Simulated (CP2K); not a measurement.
Runs of CP2K 2026.2 on Bi. The structure is cubic, space group Im-3m (No. 229). The conventional cell has a = 3.963 Å, b = 3.963 Å, c = 3.963 Å, α = 90.00°, β = 90.00°, γ = 90.00°. Bi (site symmetry m-3m) is surrounded by 8 Bi at 3.43 Å. This isn't the form of Bi at room conditions, which is rhombohedral.

```tsv
level	cutoff of the non-local correlation (Ry)	gap on the mesh (eV)	pressure (GPa)
TASK	-	none	3.7
RPBE	-	none	1.8
LDA	-	none	(a)
PBE	-	none	1.5
PBEsol	-	none	(b)
BEEF-vdW	300	none	2.0
optB88-vdW	300	none	3.8
```

Alike in all rows: task single point; potentials or basis POTENTIAL_UZH Bi GTH-PBE-q5; TZVP-MOLOPT-PBE-GTH basis; no spin polarisation; cell as given; k mesh 9 × 9 × 9; smearing fermi-dirac 0.05 eV.

Problem. Estimate the missing entries.

Solution. (a) 0.7; (b) 0.4.

Caveats: spin-orbit coupling is left out, which moves the levels of the heavy elements; the basis of atomic orbitals isn't converged, which shifts pressures, moduli and gaps; the potentials were made for another functional, which shifts forces and pressure (some runs).

A k mesh can miss the band edges, and the runs leave out spin-orbit coupling on Bi.

A gap of «none» marks a metal or a gap under the smearing width.
